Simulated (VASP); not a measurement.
# Au (Im-3m) in VASP: single point with PBE

Aim: the single point of Au with PBE.

Program: VASP 6.6.1. These are calculated values, not measurements. Logs are shortened: lines on timing, memory, paths and dates and some standing lists are left out, and cuts for length are marked.

## 1. The crystal as given

The structure is cubic, space group Im-3m (No. 229). Conventional cell: a = 3.315 Å, b = 3.315 Å, c = 3.315 Å, α = 90.00°, β = 90.00°, γ = 90.00°. Au (site symmetry m-3m) is surrounded by 8 Au at 2.87 Å.

This isn't the form of Au at room conditions, which is fcc.

## 2. Single point, PBE

File INCAR:

```
SYSTEM = Au
PREC = Accurate
ENCUT = 520
EDIFF = 1E-7
ISMEAR = -1
SIGMA = 0.15
LREAL = .FALSE.
LASPH = .TRUE.
NELM = 100
ALGO = Fast
ISIF = 2
LWAVE = .FALSE.
LCHARG = .FALSE.
GGA = PE
NBANDS = 12
```

File KPOINTS:

```
regular mesh
0
G
  10 10 10
  0 0 0
```

File POSCAR:

```
Au
1.0
   -1.6572700000      1.6572700000      1.6572700000
    1.6572700000     -1.6572700000      1.6572700000
    1.6572700000      1.6572700000     -1.6572700000
Au
1
Direct
    0.0000000000      0.0000000000      0.0000000000
```

Potentials or basis: VASP PAW PBE potentials, release 64 (Au).

Launch:

```
$ cat potpaw_PBE.64/Au/POTCAR > POTCAR
$ mpirun -np 1 vasp_std > vasp.out
```

OUTCAR:

```text
SYSTEM = Au
   PREC = Accurate
   ENCUT = 520
   EDIFF = 1E-7
   ISMEAR = -1
   LREAL = .FALSE.
   LASPH = .TRUE.
   NELM = 100
   ISIF = 2
   GGA = PE

 ion  position               nearest neighbor table
   1  0.000  0.000  0.000-

  LATTYP: Found a body centered cubic cell.
 ALAT       =     3.3145400000

  Lattice vectors:

 A1 = (  -1.6572700000,   1.6572700000,   1.6572700000)
 A2 = (   1.6572700000,  -1.6572700000,   1.6572700000)
 A3 = (   1.6572700000,   1.6572700000,  -1.6572700000)

Analysis of symmetry for initial positions (statically):
=====================================================================
 Subroutine PRICEL returns:
 Original cell was already a primitive cell.

 Routine SETGRP: Setting up the symmetry group for a
 body centered cubic supercell.

 Subroutine GETGRP returns: Found 48 space group operations
 (whereof 48 operations were pure point group operations)
 out of a pool of 48 trial point group operations.

The static configuration has the point symmetry O_h .

Analysis of symmetry for dynamics (positions and initial velocities):
=====================================================================
 Subroutine PRICEL returns:
 Original cell was already a primitive cell.

 Routine SETGRP: Setting up the symmetry group for a
 body centered cubic supercell.

 Subroutine GETGRP returns: Found 48 space group operations
 (whereof 48 operations were pure point group operations)
 out of a pool of 48 trial point group operations.

The dynamic configuration has the point symmetry O_h .

 Subroutine INISYM returns: Found 48 space group operations
 (whereof 48 operations are pure point group operations),
 and found     1 'primitive' translations

----------------------------------------------------------------------------------------

                                     Primitive cell

  volume of cell :      18.2071

  direct lattice vectors                    reciprocal lattice vectors
    -1.657270000  1.657270000  1.657270000     0.000000000  0.301700990  0.301700990
     1.657270000 -1.657270000  1.657270000     0.301700990  0.000000000  0.301700990
     1.657270000  1.657270000 -1.657270000     0.301700990  0.301700990  0.000000000

  length of vectors
     2.870475842  2.870475842  2.870475842     0.426669632  0.426669632  0.426669632

  position of ions in fractional coordinates (direct lattice)
     0.000000000  0.000000000  0.000000000

  ion indices of the primitive-cell ions
   primitive index   ion index
                 1           1

----------------------------------------------------------------------------------------

 KPOINTS: regular mesh

Automatic generation of k-mesh.
 Grid dimensions read from file:
 generate k-points for:   10   10   10

 Generating k-lattice:

  Cartesian coordinates                     Fractional coordinates (reciprocal lattice)
     0.000000000  0.030170099  0.030170099     0.100000000  0.000000000  0.000000000
     0.030170099  0.000000000  0.030170099     0.000000000  0.100000000  0.000000000
     0.030170099  0.030170099  0.000000000     0.000000000  0.000000000  0.100000000

  Length of vectors
     0.042666963  0.042666963  0.042666963

  Shift w.r.t. Gamma in fractional coordinates (k-lattice)
     0.000000000  0.000000000  0.000000000

 Subroutine IBZKPT returns following result:
 ===========================================

 Found     47 irreducible k-points:

 Following reciprocal coordinates:
            Coordinates               Weight
  0.000000  0.000000  0.000000      1.000000
  0.100000  0.000000  0.000000     12.000000
  0.200000  0.000000  0.000000     12.000000
  0.300000  0.000000  0.000000     12.000000
  0.400000  0.000000  0.000000     12.000000
  0.500000  0.000000  0.000000      6.000000
[... 16 lines left out ...]
  0.300000  0.300000  0.100000      8.000000
 -0.300000  0.300000  0.100000     24.000000
 [... further k-points ...]
   k-points           NKPTS =     47   k-points in BZ     NKDIM =     47   number of bands    NBANDS=     12
   number of dos      NEDOS =    301   number of ions     NIONS =      1
   total plane-waves  NPLWV =  13824
   dimension x,y,z NGX =    24 NGY =   24 NGZ =   24
   dimension x,y,z NGXF=    48 NGYF=   48 NGZF=   48
   ions per type =               1
   NGX,Y,Z   is equivalent  to a cutoff of  13.90, 13.90, 13.90 a.u.
   NGXF,Y,Z  is equivalent  to a cutoff of  27.80, 27.80, 27.80 a.u.
 SYSTEM =  Au
   PREC   = accura    normal or accurate (medium, high low for compatibility)
   ISTART =      0    job   : 0-new  1-cont  2-samecut
   ICHARG =      2    charge: 1-file 2-atom 10-const
   ISPIN  =      1    spin polarized calculation?
   LNONCOLLINEAR =      F non collinear calculations
   LSORBIT =      F    spin-orbit coupling
   LASPH  =      T    aspherical Exc in radial PAW
   ENCUT  =  520.0 eV  38.22 Ry    6.18 a.u.   5.34  5.34  5.34*2*pi/ulx,y,z
   NELM   =    100;   NELMIN=  2; NELMDL= -5     # of ELM steps
   EDIFF  = 0.1E-06   stopping-criterion for ELM
   LREAL  =      F    real-space projection
   EDIFFG = 0.1E-05   stopping-criterion for IOM
   NSW    =      0    number of steps for IOM
   IBRION =     -1    ionic relax: 0-MD 1-quasi-New 2-CG
   NFREE  =      0    steps in history (QN), initial steepest desc. (CG)
   ISIF   =      2    stress and relaxation
   ISYM   =      2    0-nonsym 1-usesym 2-fastsym
   POTIM  = 0.5000    time-step for ionic-motion
   TEBEG  =    0.0;   TEEND  =   0.0 temperature during run
   PSTRESS=    0.0 pullay stress
   NELECT =      11.0000    total number of electrons
   NUPDOWN=      -1.0000    fix difference up-down
   EMIN   =  10.00;   EMAX   =-10.00  energy-range for DOS
   EFERMI =   0.00;   METHOD = LEGACY
   ISMEAR =    -1;   SIGMA  =   0.15  broadening in eV -4-tet -1-fermi 0-gaus
   EFERMI_NEDOS =   21; number of points for ismear=-14 and -15
   IALGO  =     68    algorithm
   IMIX   =      4    mixing-type and parameters
     AMIX     =   0.40;   BMIX     =  1.00
     AMIX_MAG =   1.60;   BMIX_MAG =  1.00
  volume/ion in A,a.u.               =      18.21       122.87
  Fermi-wavevector in a.u.,A,eV,Ry     =   1.383967  2.615319 26.060125  1.915365
  Thomas-Fermi vector in A             =   2.508516
   LORBIT       =      0    0 simple, 1 ext, 2 COOP (PROOUT), +10 PAW based schemes
   GGA     = PE    functional components
   LHFCALC =     F    Hartree Fock is set to
   AEXX    =    0.0000 exact exchange contribution
   IVDW    =     0    specifies the selected vdW correction
   LEPSILON=     F    determine dielectric tensor
   LRPA    =     F    only Hartree local field effects (RPA)
 non-spin polarized calculation
 RMM-DIIS sequential band-by-band and
  energy-cutoff  :      520.00
  volume of cell :       18.21
 maximum number of plane-waves:       502
 NGX is ok and might be reduce to    24
   NGX = 11   NGY = 11   NGZ = 11

 number of electron      10.9999998 magnetization

 Free energy of the ion-electron system (eV)
  ---------------------------------------------------
  ext. energy  EPLUGINS =         0.00000000
  ---------------------------------------------------
  free energy    TOTEN  =        -3.20073614 eV

  energy without entropy =       -3.16977971  energy(sigma->0) =       -3.18525793

 E-fermi :   8.5045     XC(G=0): -12.3270

 val. band max:        8.3567132433   @ k =  -0.4000   0.4000   0.2000
 cond. band min:       8.5514021108   @ k =   0.4000   0.1000   0.0000
 fundamental gap:      0.1946888675
 Fermi energy:         8.5044977827

 k-point     1 :       0.0000    0.0000    0.0000
  band No.  band energies     occupation
      1      -0.7559      2.00000
      2       3.8826      2.00000
      3       3.8826      2.00000
      4       3.8826      2.00000
      5       5.6205      2.00000
      6       5.6205      2.00000
      7      24.9116      0.00000
      8      24.9116      0.00000
      9      24.9116      0.00000
     10      31.5669      0.00000
     11      31.5669      0.00000
     12      31.5669      0.00000

 k-point     2 :       0.1000    0.0000    0.0000
  band No.  band energies     occupation
      1      -0.4118      2.00000
      2       3.7803      2.00000
      3       3.8921      2.00000
      4       4.1167      2.00000
      5       5.5067      2.00000
      6       5.6280      2.00000
      7      24.6586      0.00000
      8      24.9186      0.00000
      9      25.3299      0.00000
     10      29.0028      0.00000
     11      29.3992      0.00000
     12      30.3470      0.00000

 k-point     3 :       0.2000    0.0000    0.0000
  band No.  band energies     occupation
      1       0.5158      2.00000
      2       3.5229      2.00000
      3       3.9330      2.00000
      4       4.7756      2.00000
      5       5.3458      2.00000
      6       5.6564      2.00000
      7      22.1173      0.00000
      8      24.0405      0.00000
      9      26.4645      0.00000
     10      27.6772      0.00000
     11      27.7518      0.00000
     12      28.9592      0.00000

 k-point     4 :       0.3000    0.0000    0.0000
  band No.  band energies     occupation
      1       1.4860      2.00000
      2       3.2230      2.00000
      3       4.4399      2.00000
      4       5.3823      2.00000
      5       5.7081      2.00000
      6       5.7090      2.00000
      7      17.9794      0.00000
      8      22.4102      0.00000
      9      24.8532      0.00000
     10      27.9597      0.00000
     11      28.2599      0.00000
     12      30.7462      0.00000

 k-point     5 :       0.4000    0.0000    0.0000
  band No.  band energies     occupation
      1       1.7541      2.00000
      2       2.9932      2.00000
      3       5.3927      2.00000
      4       5.7666      2.00000
      5       6.3526      2.00000
      6       6.6019      1.99999
      7      14.0103      0.00000
      8      21.1900      0.00000
      9      22.6999      0.00000
     10      28.9371      0.00000
     11      29.2521      0.00000
     12      31.6947      0.00000
[... 228 lines left out ...]
      1       2.6878      2.00000
      2       3.1771      2.00000
      3       4.3035      2.00000
      4       5.6841      2.00000
      5       5.8257      2.00000
      6      10.5450      0.00000
      7      12.8943      0.00000
      8      16.7492      0.00000
      9      19.5197      0.00000
     10      30.2027      0.00000
     11      32.0451      0.00000
     12      34.2280      0.00000

 k-point    22 :      -0.2000    0.2000    0.1000
  band No.  band energies     occupation
      1       0.8402      2.00000
      2       3.7410      2.00000
      3       3.9774      2.00000
      4       4.7170      2.00000
      5       4.9453      2.00000
      6       5.8658      2.00000
      7      22.2646      0.00000
      8      23.7416      0.00000
      9      25.4567      0.00000
     10      26.8488      0.00000
     11      28.6580      0.00000
     12      28.6633      0.00000

 k-point    23 :       0.3000    0.3000    0.1000
  band No.  band energies     occupation
      1       2.7476      2.00000
      2       3.7712      2.00000
      3       3.7712      2.00000
      4       5.7895      2.00000
      5       5.7895      2.00000
      6      11.2811      0.00000
      7      14.0409      0.00000
      8      14.0409      0.00000
      9      19.3644      0.00000
     10      31.1616      0.00000
     11      31.1616      0.00000
     12      36.3716      0.00000

 k-point    24 :      -0.3000    0.3000    0.1000
  band No.  band energies     occupation
      1       1.7907      2.00000
      2       3.4615      2.00000
      3       4.1731      2.00000
      4       5.1063      2.00000
      5       5.6548      2.00000
      6       6.0483      2.00000
      7      18.1864      0.00000
      8      22.4201      0.00000
      9      23.6926      0.00000
     10      27.9418      0.00000
     11      29.2386      0.00000
     12      29.2680      0.00000

 [... further k-points ...]

------------------------ aborting loop because EDIFF is reached ----------------------------------------

  FORCE on cell =-STRESS in cart. coord.  units (eV):
  Direction    XX          YY          ZZ          XY          YZ          ZX
  --------------------------------------------------------------------------------------
  -------------------------------------------------------------------------------------
  Total       -0.1758682     -0.1758682     -0.1758682      0.0000000     -0.0000000      0.0000000
  in kB      -15.4759739    -15.4759739    -15.4759739      0.0000000     -0.0000000      0.0000000
  external PRESSURE =     -15.4759739 kB  Pullay stress =       0.0000000 kB

 VOLUME and BASIS-vectors are now :
 -----------------------------------------------------------------------------
  energy-cutoff  :      520.00
  volume of cell :       18.21
      direct lattice vectors                 reciprocal lattice vectors
    -1.657270000  1.657270000  1.657270000     0.000000000  0.301700990  0.301700990
     1.657270000 -1.657270000  1.657270000     0.301700990  0.000000000  0.301700990
     1.657270000  1.657270000 -1.657270000     0.301700990  0.301700990  0.000000000

 POSITION                                       TOTAL-FORCE (eV/Angst)
 -----------------------------------------------------------------------------------
      0.00000      0.00000      0.00000        -0.000000      0.000000      0.000000
 -----------------------------------------------------------------------------------
    total drift:                               -0.000000      0.000000      0.000000

  FREE ENERGIE OF THE ION-ELECTRON SYSTEM (eV)
  ---------------------------------------------------
  free  energy   TOTEN  =        -3.2007361372 eV

  energy  without entropy=       -3.1697797145  energy(sigma->0) =       -3.18525793
```

Run time: 8.3 s. Hardware: 1 thread of Intel Xeon 6975P-C (Granite Rapids), shared host; peak memory 0.13 GiB.

What came out:

| Quantity | Value |
| --- | --- |
| Free energy | -3.2007 eV |
| Pressure | -1.5 GPa |
| Band gap on the k mesh | none (metal or under the smearing width) |

Spin-orbit coupling is left out, which matters for the levels of Au.
